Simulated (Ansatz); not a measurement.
A series in volume per atom on Ta

All results are calculated (Ansatz 0.2.0). Periodic Kohn-Sham DFT of a crystal at fixed atoms; pressure and stress are positive in compression; the energy is the free energy less that of spherical unpolarised free atoms; site moments are those in the method's own spheres, positive along +z.

Cell of the first row (space group Fm-3m, No. 225):
```
CELL_PARAMETERS angstrom
0.00000 2.06690 2.06690
2.06690 0.00000 2.06690
2.06690 2.06690 0.00000
ATOMIC_POSITIONS crystal
Ta 0.00000 0.00000 0.00000
```

Settings of every row: method all-electron LAPW; functional PBEsol; relativity scalar; k mesh 15x15x15; filling fermi-dirac; smearing width 0.08 eV; basis error target 0.5 meV/atom; nucleus gaussian.

Atom start moment: 0 on all atoms.

Limits: no spin-orbit coupling on heavy atoms.

```
row  volume per atom (Å³)  pressure (GPa)  energy less free atoms (eV/atom)
  1                17.661           6.513                          -10.2011
  2                 17.67           6.395                          -10.2015
  3                18.036           1.992                           -10.211
  4                18.412           -2.11                          -10.2108
  5                  18.6          -4.016                          -10.2072
  6                18.788               ?                                 ?
  7                18.976          -7.563                          -10.1935
  8                19.164          -9.212                          -10.1837
  9                19.539         -12.282                          -10.1584
 10                19.915         -15.072                          -10.1263
```

Question: what pressure and energy less free atoms should row 6 give?

Worked fit of pressure. Take u = (V_r/V)^(2/3) − 1 with V_r = 18.6 Å³ an atom, which is twice the finite (Eulerian) strain; such expansions in the strain, on which the Birch-Murnaghan equation of state is built, carry the rest volume and the bulk modulus. The shown rows have u = 0.03514, 0.03479, 0.02074, 0.0068, 0, -0.01325, -0.01972, -0.0323, -0.04452. Least squares give pressure = −4.0172 + 276.124 × u + 648.41 × u² + 549 × u³ GPa; a parabola predicts inner rows, each left out in turn, worse (root mean square 0.0091 against 0.0034 GPa). The rows lie off it by 0.003, -0.002, -0.001, -0.001, 0.001, 0.000, 0.002, -0.004, 0.002. The pressure vanishes at u = 0.0141, or V = 18.21 Å³ an atom, and there the bulk modulus at fixed shape and fractions is B = −V dP/dV = (2/3)(1 + u) dP/du = 199 GPa. The withheld row has u = -0.00668, so the fit gives −4.0172 + 276.124 × (-0.00668) + 648.41 × (-0.00668)² + 549 × (-0.00668)³ = -5.833 GPa.

The calculation gave -5.833 GPa. The fit meets it to the printed digit.

Worked fit of energy less free atoms. Take u = (V_r/V)^(2/3) − 1 with V_r = 18.6 Å³ an atom, which is twice the finite (Eulerian) strain; such expansions in the strain, on which the Birch-Murnaghan equation of state is built, carry the rest volume and the bulk modulus. The shown rows have u = 0.03514, 0.03479, 0.02074, 0.0068, 0, -0.01325, -0.01972, -0.0323, -0.04452. Least squares give energy less free atoms = −10.20721 − 0.704 × u + 24.99 × u² eV/atom; a straight line predicts inner rows, each left out in turn, worse (root mean square 0.016 against 6.4e-05 eV/atom). The rows lie off it by 0.0000, 0.0000, 0.0001, 0.0000, 0.0000, 0.0000, -0.0001, 0.0000, 0.0000. Its lowest point lies at u = 0.0141, or V = 18.21 Å³ an atom, and the curvature there gives the bulk modulus at fixed shape and fractions, B = (4/9)(1 + u)² E″(u)/V = 201 GPa. The withheld row has u = -0.00668, so the fit gives −10.20721 − 0.704 × (-0.00668) + 24.99 × (-0.00668)² = -10.2014 eV/atom.

The calculation gave -10.2014 eV/atom. The fit meets it to the printed digit.
